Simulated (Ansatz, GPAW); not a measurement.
This is a calculation of V for Ansatz 0.2.0. 

input.yaml

```yaml
crystal:
  lattice:
    - [-1.51435, 1.51435, 1.51435]
    - [1.51435, -1.51435, 1.51435]
    - [1.51435, 1.51435, -1.51435]
  atoms:
    - { symbol: V, position: [0.0, 0.0, 0.0], spin: 2.0 }
kpoints:
  mp_grid: { grid: [12, 12, 12] }
scf:
  occupations: { method: gaussian, width: 0.021 }
hamiltonian:
  xc: pbe
  pseudopotentials: { kind: all_electron, lapw: { basis_error: 0.001 } }
magnetization:
  spin_polarized: true
output:
  forces: true
  stress: true
  eigenvalues: true
```

Potentials or basis: all-electron LAPW, scalar-relativistic.

Run with:

```bash
$ ansatz run input.yaml --threads 2 --pin off --max-ram 6144MiB --backend cpu --events-out ev --progress --plain --runs-dir out
```

**Question.** What does the same run look like in GPAW 26.7.0 (ASE script)? Potentials or basis there: GPAW PAW data sets (gpaw-data 1.2.1), cutoff 600 eV.

**Answer.** As run (cutoffs and basis follow the program's own potentials, and thresholds, step limits or extra output files can differ):

Contents of run.py:

```python
from ase.dft.bandgap import bandgap
from ase.io import read, write
from ase.units import GPa
from gpaw import GPAW, PW

atoms = read('V.xyz')
atoms.set_initial_magnetic_moments([2.0])

calc = GPAW(mode=PW(600),
            xc='PBE',
            kpts={'size': (12, 12, 12), 'gamma': True},
            occupations={'name': 'methfessel-paxton', 'order': 0, 'width': 0.020999999999999998},
            nbands=15,
            convergence={'density': 1e-05, 'energy': 1e-05},
            maxiter=150,
            txt='gpaw.txt')
atoms.calc = calc
energy = atoms.get_potential_energy()
forces = atoms.get_forces()
stress = atoms.get_stress()
calc.write('gs.gpw')
write('result.traj', atoms)
print(f'Energy: {energy:.6f} eV')
print('Forces (eV/A):')
print(forces.round(4))
print('Stress (GPa):', (stress / GPa).round(3))
print('Moments:', calc.get_magnetic_moments().round(3))
print('Fermi level:', round(calc.get_fermi_level(), 4), 'eV')
print(f'Gap: {bandgap(calc)[0]:.4f} eV, direct: {bandgap(calc, direct=True)[0]:.4f} eV')
```

File V.xyz:

```xyz
1
Lattice="-1.5143500000 1.5143500000 1.5143500000 1.5143500000 -1.5143500000 1.5143500000 1.5143500000 1.5143500000 -1.5143500000" Properties=species:S:1:pos:R:3 pbc="T T T"
V      0.0000000000      0.0000000000      0.0000000000
```

Potentials or basis: GPAW PAW data sets (gpaw-data 1.2.1), pw.

The run is started by

```sh
$ OMP_NUM_THREADS=1 python run.py
```

Both were run:

|  | Ansatz | GPAW |
| --- | --- | --- |
| Pressure | -5.3 GPa | -4.2 GPa |
| Net moment | 0.12 μB per cell | 0.11 μB per cell |

Where Ansatz's input types no cutoff or centring, it takes its own default and a Γ-centred mesh.

The magnetic state is the one that the start led to; the real crystal's order can differ.

Pressure is positive in compression.
